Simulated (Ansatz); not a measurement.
## Response to strain in Li2O

Base system: Li$_{2}$O in the anti-fluorite structure (space group Fm-3m, No. 225; a = 4.573 Å). Axes: x, y, z lie along the cube axes.

Strains are applied to the cell and any free atomic positions relax.

Method: plane-wave PAW DFT at the r2SCAN level (Ansatz, a first-principles code, 500 eV), spin-orbit coupling left out.

Candidates:
(a) isotropic strain −1.39 %
(b) uniaxial strain ε_xx = +0.46 %
(c) uniaxial strain ε_yy = −2.20 %
(d) tensor shear ε_yz = −2.16 %

Before the change:

```
Item        Value
--------  -------
Band gap  5.77 eV
```

Q: Order them by band gap, lowest first.

A: (d) tensor shear ε_yz = −2.16 % (5.70 eV), (c) uniaxial strain ε_yy = −2.20 % (5.72 eV), (b) uniaxial strain ε_xx = +0.46 % (5.75 eV), (a) isotropic strain −1.39 % (5.86 eV)

No phonon test of stability was made.
